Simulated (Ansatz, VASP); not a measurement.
# One calculation of Ta, two programs

Contents of INCAR:

```
SYSTEM = Ta
PREC = Accurate
ENCUT = 520
EDIFF = 1E-6
ISMEAR = 0
SIGMA = 0.05
LREAL = .FALSE.
LASPH = .TRUE.
NELM = 80
ALGO = Normal
ISIF = 2
LWAVE = .FALSE.
LCHARG = .FALSE.
GGA = PS
NBANDS = 12
```

File KPOINTS:

```
Automatic mesh
0
G
  14 14 14
  0 0 0
```

The input POSCAR:

```
Ta
1.0
   -1.6836662614      1.6836662614      1.6836662614
    1.6836662614     -1.6836662614      1.6836662614
    1.6836662614      1.6836662614     -1.6836662614
Ta
1
Direct
    0.0000000000      0.0000000000      0.0000000000
```

Input for Ansatz:

```yaml
crystal:
  lattice:
    - [-1.6836662614, 1.6836662614, 1.6836662614]
    - [1.6836662614, -1.6836662614, 1.6836662614]
    - [1.6836662614, 1.6836662614, -1.6836662614]
  atoms:
    - { symbol: Ta, position: [0.0, 0.0, 0.0] }
basis:
  ecutwfc: 420
  fft_grid_basis: typed
kpoints:
  mp_grid: { grid: [14, 14, 14] }
hamiltonian:
  xc: pbesol
scf:
  occupations: { method: gaussian, width: 0.05 }
output:
  forces: true
  stress: true
  eigenvalues: true
  bader: true
  write_density: true
  volumetric_format: npy
  elf: true
```

Alike in both runs: task single point; functional PBEsol; k mesh 14 × 14 × 14; occupations gaussian, width 0.05 eV; no spin polarisation.

|  | VASP | Ansatz |
| --- | --- | --- |
| version | VASP 6.6.1 | Ansatz 0.2.0 |
| potentials or method | VASP PAW PBE potentials, release 64 (Ta_pv) | scalar-relativistic, plane waves, PAW |
| plane-wave cutoff (eV) | 520 | 420 |
| valence electrons in the cell | 11 | 13 |

|  | VASP | Ansatz | Ansatz less VASP |
| --- | --- | --- | --- |
| gap on the k mesh at the Fermi level (eV) | none | none | - |
| pressure (GPa) | -14.2 | -14.3 | -0.08 |

A gap of «none» marks a metal or a gap that the smearing closes. The two sets of potentials don't hold the same shells in valence.

Caveats: the PAW data sets were made with another functional, which shifts forces and pressure a little (VASP). Spin-orbit coupling is left out, which matters for the levels of Ta.
